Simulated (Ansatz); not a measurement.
AlSb (zinc blende)

```yaml
crystal:
  lattice:
    - [0.00000, 3.08862, 3.08862]
    - [3.08862, 0.00000, 3.08862]
    - [3.08862, 3.08862, 0.00000]
  atoms:
    - { symbol: Sb, position: [0.75000, 0.75000, 0.75000] }
    - { symbol: Al, position: [0.00000, 0.00000, 0.00000] }
```

In this cell atom 2 (Al, nearest neighbour Sb at 2.675 Å; its periodic images, 4.4 Å or more away, move with it) is moved by u·(1.000, 0.000, 0.000) + v·(0.000, 1.000, 0.000); the rest is frozen.

Level of theory: r2SCAN (plane waves to 500 eV, PAW, scalar-relativistic; Ansatz, an electronic-structure program). k mesh 11×11×11 (Γ-centred), Fermi-Dirac smearing 0.05 eV. E stands for the smeared free energy. As the smearing reaches across the gap at some points, energies and forces of such displacements shift with the k mesh and the smearing. AlSb was relaxed with its symmetry unable to fall. Spin-orbit coupling is left out, though Sb is heavy. The last digit holds for this mesh only.

Changes of ΔE (meV/cell) from the point u = 0.000 Å, v = 0.000 Å when one coordinate moves alone (two changes are said to add if the coupling is within 5 % of the smaller one, nearly so within 20 %):

```
point                      change
-------------------------  ------
u = 0.000 Å, v = -0.400 Å   604.7
u = 0.000 Å, v = -0.267 Å   277.7
u = 0.000 Å, v = -0.133 Å    70.8
u = -0.400 Å, v = 0.000 Å   604.7
u = -0.267 Å, v = 0.000 Å   277.7
u = -0.133 Å, v = 0.000 Å    70.8
u = 0.133 Å, v = 0.000 Å     70.8
u = 0.267 Å, v = 0.000 Å    277.7
u = 0.400 Å, v = 0.000 Å    604.7
u = 0.000 Å, v = 0.133 Å     70.8
u = 0.000 Å, v = 0.267 Å    277.7
u = 0.000 Å, v = 0.400 Å    604.7
```

**Question.** What is the change at u = -0.133 Å, v = 0.267 Å, where both move, and how far is it from the sum?

**Answer.** The sum of the single changes is 70.8 + (277.7) = 348.5; the calculation gives 354.4, so the coupling contributes 5.9 (under 20 % of the smaller single change, nearly additive).

**Question.** What is the change at u = -0.400 Å, v = 0.267 Å, where both move, and how far is it from the sum?

**Answer.** The sum of the single changes is 604.7 + (277.7) = 882.4; the calculation gives 935.3, so the coupling contributes 52.9 (under 20 % of the smaller single change, nearly additive).

**Question.** What is the change at u = -0.267 Å, v = 0.267 Å, where both move, and how far is it from the sum?

**Answer.** The sum of the single changes is 277.7 + (277.7) = 555.4; the calculation gives 579.0, so the coupling contributes 23.6 (under 20 % of the smaller single change, nearly additive).

(For displaced atoms, the force is minus the slope of the energy, and its curvature is a force constant, which sets phonon frequencies.)
